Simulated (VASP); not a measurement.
# Ge (P6_3/mmc) in VASP: further runs, part 2 of 2

VASP 6.6.1. Earlier steps stand in the parts before.

## Step 4: Relaxation of cell and atoms, AM05

Input file INCAR:

```
PREC = Accurate
ENCUT = 600
EDIFF = 1E-6
ISMEAR = 0
SIGMA = 0.03
LREAL = False
LASPH = True
NELM = 80
ALGO = Normal
ISIF = 3
LWAVE = False
LCHARG = False
GGA = AM
IBRION = 2
NSW = 90
EDIFFG = -0.01
```

Input file KPOINTS:

```
Automatic mesh
0
Gamma
  12 12 5
```

Input file POSCAR:

```
Ge
1.0
    3.9975858431      0.0000000000      0.0000000000
   -1.9987929216      3.4620108940      0.0000000000
    0.0000000000      0.0000000000      6.5993779500
Ge
4
Direct
    0.6666666700      0.3333333300      0.0629012500
    0.3333333300      0.6666666700      0.5629012500
    0.6666666700      0.3333333300      0.4370987500
    0.3333333300      0.6666666700      0.9370987500
```

Potentials or basis: VASP PAW PBE potentials, release 64 (Ge_d).

The run is started by

```sh
> cat potpaw_PBE.64/Ge_d/POTCAR > POTCAR
> mpirun -np 1 vasp_std > vasp.out
```

OUTCAR:

```text
PREC = Accurate
   ENCUT = 600
   EDIFF = 1E-6
   ISMEAR = 0
   LREAL = False
   LASPH = True
   NELM = 80
   ISIF = 3
   GGA = AM
   IBRION = 2
   NSW = 90
   EDIFFG = -0.01

 ion  position               nearest neighbor table
   1  0.667  0.333  0.063-   4 2.45   4 2.45   4 2.45   3 2.47
   2  0.333  0.667  0.563-   3 2.45   3 2.45   3 2.45   4 2.47
   3  0.667  0.333  0.437-   2 2.45   2 2.45   2 2.45   1 2.47
   4  0.333  0.667  0.937-   1 2.45   1 2.45   1 2.45   2 2.47

  LATTYP: Found a hexagonal cell.
 ALAT       =     3.9975858431
 C/A-ratio  =     1.6508408347

  Lattice vectors:

 A1 = (   3.9975858431,   0.0000000000,   0.0000000000)
 A2 = (  -1.9987929216,   3.4620108940,   0.0000000000)
 A3 = (   0.0000000000,   0.0000000000,   6.5993779500)

Analysis of symmetry for initial positions (statically):
=====================================================================
 Subroutine PRICEL returns:
 Original cell was already a primitive cell.

 Routine SETGRP: Setting up the symmetry group for a
 hexagonal supercell.

 Subroutine GETGRP returns: Found 24 space group operations
 (whereof 12 operations were pure point group operations)
 out of a pool of 24 trial point group operations.

The static configuration has the point symmetry D_3d.
 The point group associated with its full space group is D_6h.

Analysis of symmetry for dynamics (positions and initial velocities):
=====================================================================
 Subroutine PRICEL returns:
 Original cell was already a primitive cell.

 Routine SETGRP: Setting up the symmetry group for a
 hexagonal supercell.

 Subroutine GETGRP returns: Found 24 space group operations
 (whereof 12 operations were pure point group operations)
 out of a pool of 24 trial point group operations.

[... 124 lines left out ...]
     AMIX     =   0.40;   BMIX     =  1.00
     AMIX_MAG =   1.60;   BMIX_MAG =  1.00
  volume/ion in A,a.u.               =      22.83       154.09
  Fermi-wavevector in a.u.,A,eV,Ry     =   1.390789  2.628209 26.317650  1.934293
  Thomas-Fermi vector in A             =   2.514690
   LORBIT       =      0    0 simple, 1 ext, 2 COOP (PROOUT), +10 PAW based schemes
   GGA     = AM    functional components
   LHFCALC =     F    Hartree Fock is set to
   AEXX    =    0.0000 exact exchange contribution
   IVDW    =     0    specifies the selected vdW correction
   LEPSILON=     F    determine dielectric tensor
   LRPA    =     F    only Hartree local field effects (RPA)
 conjugate gradient relaxation of ions
 non-spin polarized calculation
 Gauss-broadening in eV      SIGMA  =   0.03
  energy-cutoff  :      600.00
  volume of cell :       91.33
 maximum number of plane-waves:      3072
 NGX is ok and might be reduce to    32
   NGX = 15   NGY = 15   NGZ = 27

 number of electron      55.9999987 magnetization

 Free energy of the ion-electron system (eV)
  ---------------------------------------------------
  ext. energy  EPLUGINS =         0.00000000
  ---------------------------------------------------
  free energy    TOTEN  =       -18.72595269 eV

  energy without entropy =      -18.72591252  energy(sigma->0) =      -18.72593260

 E-fermi :   4.8987     XC(G=0):  -9.9540

 val. band max:        4.8804563942   @ k =   0.0000   0.0000   0.0000
 cond. band min:       4.9254199320   @ k =   0.0000   0.0000   0.2000
 fundamental gap:      0.0449635378
 Fermi energy:         4.8987456373

 k-point     1 :       0.0000    0.0000    0.0000
  band No.  band energies     occupation
      1     -20.0093      2.00000
      2     -20.0093      2.00000
      3     -19.9710      2.00000
      4     -19.9710      2.00000
      5     -19.9710      2.00000
      6     -19.9581      2.00000
[... 853 lines left out ...]
     32       8.9810      0.00000
     33       9.6771      0.00000

 [... further k-points ...]

------------------------ aborting loop because EDIFF is reached ----------------------------------------

  FORCE on cell =-STRESS in cart. coord.  units (eV):
  Direction    XX          YY          ZZ          XY          YZ          ZX
  --------------------------------------------------------------------------------------
  -------------------------------------------------------------------------------------
  Total        0.0297822      0.0297822     -0.0283947     -0.0000000      0.0000000      0.0000000
  in kB        0.5224429      0.5224429     -0.4981021     -0.0000000      0.0000000      0.0000000
  external PRESSURE =       0.1822612 kB  Pullay stress =       0.0000000 kB

 VOLUME and BASIS-vectors are now :
 -----------------------------------------------------------------------------
  energy-cutoff  :      600.00
  volume of cell :       91.33
      direct lattice vectors                 reciprocal lattice vectors
     3.997585843  0.000000000  0.000000000     0.250150976  0.144424733  0.000000000
    -1.998792922  3.462010894  0.000000000     0.000000000  0.288849467  0.000000000
     0.000000000  0.000000000  6.599377950     0.000000000  0.000000000  0.151529433

 POSITION                                       TOTAL-FORCE (eV/Angst)
 -----------------------------------------------------------------------------------
      1.99879      1.15400      0.41511         0.000000     -0.000000     -0.002479
     -0.00000      2.30801      3.71480        -0.000000      0.000000     -0.002479
      1.99879      1.15400      2.88458         0.000000     -0.000000      0.002479
     -0.00000      2.30801      6.18427        -0.000000      0.000000      0.002479
 -----------------------------------------------------------------------------------
    total drift:                               -0.000014      0.000008     -0.000003

  FREE ENERGIE OF THE ION-ELECTRON SYSTEM (eV)
  ---------------------------------------------------
  free  energy   TOTEN  =       -18.7259526857 eV

  energy  without entropy=      -18.7259125215  energy(sigma->0) =      -18.72593260

 reached required accuracy - stopping structural energy minimisation
```

OSZICAR:

```text
N       E                     dE             d eps       ncg     rms          rms(c)
DAV:   1     0.501501144825E+03    0.50150E+03   -0.31322E+04  4285   0.506E+03
DAV:   2     0.664648810837E+02   -0.43504E+03   -0.42811E+03  3762   0.880E+02
DAV:   3    -0.145357032990E+02   -0.81001E+02   -0.80216E+02  4317   0.225E+02
DAV:   4    -0.188677434771E+02   -0.43320E+01   -0.43224E+01  4263   0.617E+01
DAV:   5    -0.189636796933E+02   -0.95936E-01   -0.95881E-01  4422   0.102E+01    0.461E+00
DAV:   6    -0.187980837121E+02    0.16560E+00   -0.90956E-02  4671   0.290E+00    0.266E+00
DAV:   7    -0.187201058255E+02    0.77978E-01   -0.12999E-01  4061   0.285E+00    0.206E-01
DAV:   8    -0.187244879419E+02   -0.43821E-02   -0.16262E-02  4343   0.140E+00    0.107E-01
DAV:   9    -0.187257778973E+02   -0.12900E-02   -0.14619E-03  4401   0.177E-01    0.289E-02
DAV:  10    -0.187259323483E+02   -0.15445E-03   -0.27141E-04  4402   0.153E-01    0.903E-03
DAV:  11    -0.187259518755E+02   -0.19527E-04   -0.48105E-05  3515   0.334E-02    0.402E-03
DAV:  12    -0.187259526857E+02   -0.81021E-06   -0.18440E-06  3427   0.140E-02
   1 F= -.18725953E+02 E0= -.18725933E+02  d E =-.187260E+02
```

It took 65 s on 1 thread of Intel Xeon 6975P-C (Granite Rapids), shared host; peak memory 0.3 GiB.

Results:

```
Free energy             : -18.7260 eV
Pressure after relaxing : 0.0 GPa
Band gap on the k mesh  : 0.04 eV, indirect (least direct gap 0.12 eV)
```

Forces on the atoms (eV/Å):
```
Ge   0.000  0.000 -0.002
Ge   0.000  0.000 -0.002
Ge   0.000  0.000  0.002
Ge   0.000  0.000  0.002
```

Stress tensor (GPa, compression positive):
```
 0.05  0.00  0.00
 0.00  0.05  0.00
 0.00  0.00 -0.05
```

Final structure:
```
CELL_PARAMETERS angstrom
3.99759 0.00000 0.00000
-1.99879 3.46201 0.00000
0.00000 0.00000 6.59938
ATOMIC_POSITIONS crystal
Ge 0.66667 0.33333 0.06290
Ge 0.33333 0.66667 0.56290
Ge 0.66667 0.33333 0.43710
Ge 0.33333 0.66667 0.93710
```

Levels at points of the mesh, in eV from the valence-band top:
| k point | band 24 | band 25 | band 26 | band 27 | band 28 | band 29 | band 30 | band 31 | band 32 | band 33 |
| --- | --- | --- | --- | --- | --- | --- | --- | --- | --- | --- |
| (0.00, 0.00, 0.00) | -1.48 | -1.48 | -0.16 | -0.08 | 0.00 | 0.12 | 0.12 | 2.26 | 2.26 | 2.75 |
| (0.50, 0.00, 0.00) | -6.74 | -4.58 | -3.06 | -2.81 | -1.44 | 0.54 | 1.65 | 3.58 | 3.71 | 4.32 |

Caveat: the relaxation stopped at its first step, so nothing moved; the PAW data sets were made with another functional, which shifts forces and pressure a little; an odd mesh through Γ misses points on the zone boundary, where band edges often lie.
